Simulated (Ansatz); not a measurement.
# One input, then a changed one: Li$_{2}$O

First run: DFT, PBE, all-electron LAPW, scalar-relativistic (Ansatz 0.2.0).

Command: `ansatz run input.yaml --threads 1 --pin off --max-ram 3072MiB --backend cpu --events-out ev --progress --plain --runs-dir out` It took 6.5 s on 1 thread of Arm Neoverse V2, with other jobs on the host, peak memory 0.26 GiB.

```yaml
crystal:
  lattice:
    - [0.0, 2.3268543819, 2.3268543819]
    - [2.3268543819, 0.0, 2.3268543819]
    - [2.3268543819, 2.3268543819, 0.0]
  atoms:
    - { symbol: Li, position: [0.75, 0.75, 0.75] }
    - { symbol: Li, position: [0.25, 0.25, 0.25] }
    - { symbol: O, position: [0.0, 0.0, 0.0] }
kpoints:
  mp_grid: { grid: [10, 10, 10] }
  band_path:
    path:
      - [0.0, 0.0, 0.0]
      - [0.5, 0.0, 0.5]
      - [0.625, 0.25, 0.625]
      - [0.375, 0.375, 0.75]
      - [0.0, 0.0, 0.0]
      - [0.5, 0.5, 0.5]
      - [0.5, 0.25, 0.75]
      - [0.5, 0.0, 0.5]
    npoints: 14
scf:
  occupations: { method: fermi_dirac, width: 0.03 }
hamiltonian:
  xc: pbe
  pseudopotentials: { kind: all_electron, lapw: { basis_error: 0.001 } }
output:
  forces: true
  stress: true
  eigenvalues: true
  populations: true
```

The base volume is that of a database entry, with shape and atoms relaxed on PAW files at held volume, so it needn't be at zero pressure; the structure needn't be the stable phase, at rest or compressed.

It converges in 7 SCF iterations at a pressure of -1.45 GPa.

The input is then changed:

```diff
 scf:
-  occupations: { method: fermi_dirac, width: 0.03 }
+  occupations: { method: cold, width: 0.001 }
+  n_extra_bands: 1
 hamiltonian:
   pseudopotentials: { kind: all_electron, lapw: { basis_error: 0.001 } }
+  dispersion: d3bj
 output:
```

Predict the outcome of the changed run.

It converges in 7 SCF iterations at a pressure of -6.52 GPa. More than one line changes, and not each need have an effect. Results part of its log:
```
SCF 1 converged in 7 iterations: F = -2461.578273 eV  dr2 = 9.07e-10
NSCF: frozen V_eff on 99 k-points
SCF converged after 7 iterations
Stability not checked: this state was not tested for a lower state beside it, because cold or Methfessel-Paxton smearing, or corrected tetrahedra, fill the levels in a way that the test cannot read (fill_not_monotonic; see scf.lower_state_search)
Free energy (F): -2461.578273 eV
Harris-Foulkes:  -2461.578273 eV  (|F-HF|=3.51e-9)
Internal energy: -2461.578273 eV  (E = F + TS)
E sigma→0 (E₀):  -2461.578273 eV
Fermi energy:    5.092603 eV
Step filling:    the computed levels leave a gap of 4.9425 eV = 4942.5 smearing widths at the electron count; against every level under it full and every level over it empty, smearing changes F+E_penalty+E_count by +0.00e0 meV and its σ→0 estimate by +0.00e0 meV
--- Per-component energies (eV) ---
  E_band       = -177.416741
  E_kinetic    = 2453.290504
  E_xc         = -337.968043
  E_electrostatic = -4576.125803  (all electrons and nuclei)
  E_disp       = -0.774932  (pairwise vdW)
  E_smearing   = -0.000000  (= −TS)
  E_closure    = 0.000000  (closes the sum)
  E_atoms      = -2446.472762  (free atoms, spherical and without spin; not in F)
  Σ components = -2461.578273   (vs F -2461.578273, Δ=0.00e0)
  Basis errors (estimates in eV, not in F): energy 3.6e-4 per atom: plane waves 3.2e-4 (1.8e-4 summed), levels above the bands 0.0e0, relativity 6.6e-8, radial functions 4.1e-5, core shells 5.1e-7; eigenvalues (radial functions only) 5.6e-6; not estimated: angular momenta, meshes, grids; target (lapw.basis_error) 1.0e-3; muffin-tin radii Li 0.901 Å, O 1.114 Å
--- Forces (eV/Å), atoms counted from 1 ---
  atom   1  Li     0.00000000    -0.00000000     0.00000000
  atom   2  Li     0.00000000    -0.00000000    -0.00000000
  atom   3  O     -0.00000000     0.00000000    -0.00000000
  max |Σ_I F_I| component: 2.54e-17 eV/Å
--- Stress (GPa, compression-positive) ---
       -6.520951       0.000000       0.000000
        0.000000      -6.520951       0.000000
        0.000000       0.000000      -6.520951
  P = ⅓ Tr σ = -6.5210 GPa (-65.210 kbar)
--- Band table (eV; the first three rows and the last of 47) ---
  k-point 0: bands = ["-40.3739", "-40.0665", "-12.7814", "2.6207", "2.6207", "2.6207", "7.7213"]
  k-point 1: bands = ["-40.3652", "-40.0729", "-12.7625", "2.2854", "2.5748", "2.5748", "7.9989"]
  k-point 2: bands = ["-40.3403", "-40.0920", "-12.7113", "1.5174", "2.4596", "2.4596", "8.6956"]
  k-point 46: bands = ["-40.2195", "-40.1886", "-12.5086", "0.8888", "1.1235", "1.1966", "9.4055"]
--- Löwdin populations: 3 sites ---
  site symbol       q [e]
     0     Li      2.2812
     1     Li      2.2812
     2      O      9.2817
  spilling = 0.011137 (of n_electrons = 14.000000)
```
